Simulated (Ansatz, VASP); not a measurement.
## One calculation of KZnF3, two programs

```
K Zn F
1.0
     4.04616    0.00000    0.00000
     0.00000    4.04616    0.00000
     0.00000    0.00000    4.04616
K Zn F
1 1 3
Direct
  0.00000 0.00000 0.00000
  0.50000 0.50000 0.50000
  0.50000 0.50000 0.00000
  0.00000 0.50000 0.50000
  0.50000 0.00000 0.50000
```

Alike in both runs: task single point; functional r2SCAN; k mesh 6 × 6 × 6; no spin polarisation.

```csv
,VASP,Ansatz
version,VASP 6.6.1,Ansatz 0.2.0
potentials or method,"VASP PAW PBE potentials, release 64 (K_sv, Zn, F)","plane waves, PAW"
plane-wave cutoff (eV),520,500
occupations,"gaussian, width 0.01 eV",fixed
valence electrons in the cell,42,42
```

```tsv
	VASP	Ansatz	Ansatz less VASP
gap on the k mesh at the Fermi level (eV)	4.59	4.64	+0.052
pressure (GPa)	0.3	0.0	-0.27
```

Caveats: the PAW data sets were made with another functional, which shifts forces and pressure a little (VASP). A k mesh can miss the band edges. r2SCAN opens gaps a little over a GGA but as a rule still falls short of measured ones.
